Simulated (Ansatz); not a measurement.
The geometry is COD entry 9013073, unchecked; take it as a test cell.

An input for H and the output that it gave: DFT, PBE, all-electron LAPW, scalar-relativistic (Ansatz 0.2.0).

```yaml
crystal:
  lattice:
    - [3.7820008326, 0.0, 0.0]
    - [-1.8910004163, 3.2753087982, 0.0]
    - [0.0, 0.0, 6.167]
  atoms:
    - { symbol: H, position: [0.3333333333, 0.6666666667, 0.123] }
    - { symbol: H, position: [0.6666666667, 0.3333333333, 0.623] }
    - { symbol: H, position: [0.3333333333, 0.6666666667, 0.377] }
    - { symbol: H, position: [0.6666666667, 0.3333333333, 0.877] }
kpoints:
  mp_grid: { grid: [9, 9, 5] }
  band_path:
    path:
      - [0.0, 0.0, 0.0]
      - [0.5, 0.0, 0.0]
      - [0.3333333333, 0.3333333333, 0.0]
      - [0.0, 0.0, 0.0]
      - [0.0, 0.0, 0.5]
      - [0.5, 0.0, 0.5]
      - [0.3333333333, 0.3333333333, 0.5]
      - [0.0, 0.0, 0.5]
      - [0.5, 0.0, 0.5]
    npoints: 8
scf:
  occupations: { method: fermi_dirac, width: 0.01 }
hamiltonian:
  xc: pbe
  pseudopotentials: { kind: all_electron, lapw: { basis_error: 0.001 } }
output:
  forces: true
  stress: true
  eigenvalues: true
  fatbands: true
  populations: true
  dos: { projected: true, de: 0.2, e_range: [-14, 8] }
```

What the program printed:

```
H: projections on atomic orbitals take those of the free atom 1s1, of charge +0.00 (hamiltonian.pseudopotentials.projection_atoms)
LAPW: plane waves up to 7.578 Å⁻¹, error target 1.0e-3 eV per atom; small_component_spin mean_spin; H in spheres of 0.783 Å, 1 of its electrons in bands, Dirac shells []
Engine: ansatz 0.2.0
Pseudopotentials: kind: all_electron
Pseudopotential: H, LAPW, valence charge 1, Koelling and Harmon's equation, gaussian nucleus
Functional definition: PBE
  parameter kappa = 0.804
  parameter beta = 0.06672455060314922
  exchange = pbe_x(kappa = kappa, mu = beta*pi^2/3)
  correlation = pbe_c(beta = beta)
Crystal: 4 atoms, lattice volume = 76.392 Å³
Basis set: ecut = 218.8088368173407 eV, 573 PW (Γ), exchange–correlation at level 2
Bands: 6, of which v1, the nominal top of the filled ones, is band 2 counted from 1 (1 counted from 0)
Symmetry: 24 space group operations
Space group: P63/mmc (ITA 194), of the structure as read, at distance tolerance 4.2e-5 Å
k-points: 36 of 405
Non-local potential: H, projectors of the file, none
Initial density: superposition of atomic densities (chi_scale 0.1, normalization cell)
Initial wavefunctions: plane waves of lowest kinetic energy (no species holds an atomic orbital)
Functional: x = pbe(κ = 0.804, μ = 0.2195149727645171), c = pbe(β = 0.06672455060314922)
iter 1 solved again at ethr=8.49e-3 eV; its pass at ethr=1.00e-1 eV (dr2=3.39e-1 eV) is discarded
SCF iter   1: F=—  HF=-57.369393 eV  |F-HF|=—  |Δ(HF+E_count)|=         —  Δρ=1.82e-2  dr2=3.41e-1  ethr=8.49e-3  ⟨swp⟩=2.0  Hψ=1656  notcnv=0
preconditioner: auto → none  [insulator: Δε(μ)=1.836 eV  Ē_g=7.515 eV  σ=0.010 eV  W_gap=1.00  n_scr=2 (ndim 8)  ℏωp=8.5 eV  f_vac=0.000  D(μ)=0.00/eV (n_scr^D=0)  ε∞_Penn≈2.3]
SCF iter   2: F=—  HF=-57.319139 eV  |F-HF|=—  |Δ(HF+E_count)|=   5.03e-2  Δρ=8.25e-3  dr2=6.91e-2  ethr=8.49e-3  ⟨swp⟩=2.0  Hψ=576  notcnv=0
iter 3 solved again at ethr=1.70e-6 eV; its pass at ethr=1.73e-3 eV (dr2=6.79e-5 eV) is discarded
SCF iter   3: F=—  HF=-57.304951 eV  |F-HF|=—  |Δ(HF+E_count)|=   1.42e-2  Δρ=3.26e-4  dr2=9.16e-5  ethr=1.70e-6  ⟨swp⟩=3.0  Hψ=1255  notcnv=0
SCF iter   4: F=—  HF=-57.304944 eV  |F-HF|=—  |Δ(HF+E_count)|=         —  Δρ=9.36e-5  dr2=8.98e-6  ethr=1.70e-6  ⟨swp⟩=3.0  Hψ=583  notcnv=0
the basis was enlarged: its passes take 16.8 KiB over the memory plan, 1 of 1 planned eigensolver slots
SCF iter   5: F=-57.304944 eV  HF=-57.304944 eV  |F-HF|=9.71e-9  |Δ(HF+E_count)|=   2.87e-7  Δρ=9.08e-6  dr2=8.55e-8  ethr=2.25e-7  ⟨swp⟩=2.0  Hψ=438  notcnv=0
SCF 1 converged in 5 iterations: F = -57.304944 eV  dr2 = 8.55e-8
NSCF: frozen V_eff on 65 k-points
SCF converged after 5 iterations
Free energy (F): -57.304944 eV
Harris-Foulkes:  -57.304944 eV  (|F-HF|=9.71e-9)
Internal energy: -57.304944 eV  (E = F + TS)
E sigma→0 (E₀):  -57.304944 eV
Fermi energy:    -5.207648 eV
--- Per-component energies (eV) ---
  E_band       = -27.634758
  E_kinetic    = 43.273282
  E_xc         = -29.288433
  E_electrostatic = -71.289793  (all electrons and nuclei)
  E_smearing   = -0.000000  (= −TS)
  E_closure    = 0.000000  (closes the sum)
  E_atoms      = -49.952987  (free atoms, spherical and without spin; not in F)
  Σ components = -57.304944   (vs F -57.304944, Δ=0.00e0)
  Basis errors (estimates in eV, not in F): energy 5.0e-4 per atom: plane waves 5.0e-4 (3.2e-4 summed), levels above the bands 0.0e0, relativity 3.5e-11, radial functions 4.3e-6, core shells 0.0e0; eigenvalues (radial functions only) 1.1e-4; not estimated: angular momenta, meshes, grids; target (lapw.basis_error) 1.0e-3; muffin-tin radii H 0.783 Å
--- Forces (eV/Å), atoms counted from 1 ---
  atom   1  H     -0.00000000     0.00000000     3.60772432
  atom   2  H     -0.00000000     0.00000000     3.60772432
  atom   3  H      0.00000000    -0.00000000    -3.60772432
  atom   4  H      0.00000000    -0.00000000    -3.60772432
  max |Σ_I F_I| component: 1.33e-15 eV/Å
--- Stress (GPa, compression-positive) ---
       -0.443374      -0.000000       0.000000
       -0.000000      -0.443374       0.000000
        0.000000       0.000000     -25.062447
  P = ⅓ Tr σ = -8.6497 GPa (-86.497 kbar)
--- Band table (eV; the first three rows and the last of 36) ---
  k-point 0: bands = ["-8.3807", "-6.0815", "-4.3842", "-0.0626", "4.8829", "5.1887"]
  k-point 1: bands = ["-8.2564", "-6.5695", "-3.7516", "-0.4661", "5.0636", "5.4559"]
  k-point 2: bands = ["-7.8893", "-7.3024", "-2.6101", "-1.4319", "5.5164", "5.7904"]
  k-point 35: bands = ["-6.5954", "-6.5954", "-2.3521", "-2.3521", "2.2707", "3.0592"]
--- Löwdin populations: 4 sites ---
  site symbol       q [e]
     0      H      0.9963
     1      H      0.9963
     2      H      0.9963
     3      H      0.9963
  spilling = 0.003719 (of n_electrons = 4.000000)
```
